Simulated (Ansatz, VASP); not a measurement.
# W: VASP beside Ansatz

INCAR

```
SYSTEM = W
  PREC = Accurate
  ENCUT = 520
  EDIFF = 1E-6
  ISMEAR = -1
  SIGMA = 0.05
  LREAL = .False.
  LASPH = .True.
  NELM = 60
  ALGO = Normal
  ISIF = 2
  LWAVE = .False.
  LCHARG = .True.
  GGA = PE
  LELF = .True.
  LVHAR = .True.
  NBANDS = 13
```

KPOINTS

```
regular mesh
0
Gamma
  14 14 14
  0 0 0
```

File POSCAR:

```
W
1.0
    0.0000000000      1.9955865722      1.9955865722
    1.9955865722      0.0000000000      1.9955865722
    1.9955865722      1.9955865722      0.0000000000
W
1
Direct
    0.0000000000      0.0000000000      0.0000000000
```

Input for Ansatz:

```yaml
crystal:
  lattice:
    - [0.0, 1.9955865722, 1.9955865722]
    - [1.9955865722, 0.0, 1.9955865722]
    - [1.9955865722, 1.9955865722, 0.0]
  atoms:
    - { symbol: W, position: [0.0, 0.0, 0.0] }
kpoints:
  mp_grid: { grid: [14, 14, 14] }
scf:
  occupations: { method: fermi_dirac, width: 0.05 }
hamiltonian:
  xc: pbe
  pseudopotentials: { kind: all_electron, lapw: { basis_error: 0.00025 } }
output:
  forces: true
  stress: true
  eigenvalues: true
```

Change from the starting cell: volume scaled by 0.95.

Alike in both runs: task single point; functional PBE; k mesh 14 × 14 × 14; occupations fermi-dirac, width 0.05 eV; no spin polarisation.

|  | VASP | Ansatz |
| --- | --- | --- |
| version | VASP 6.6.1 | Ansatz 0.2.0 |
| potentials or method | VASP PAW PBE potentials, release 64 (W_sv) | all-electron LAPW, scalar-relativistic |
| plane-wave cutoff (eV) | 520 | see its input |

```tsv
	VASP	Ansatz	Ansatz less VASP
pressure (GPa)	11.1	10.5	-0.59
```

Ansatz ran all-electron here, so the differences hold the error of VASP's frozen core and of both bases.

The runs have no spin-orbit coupling, so splittings on W are missing.
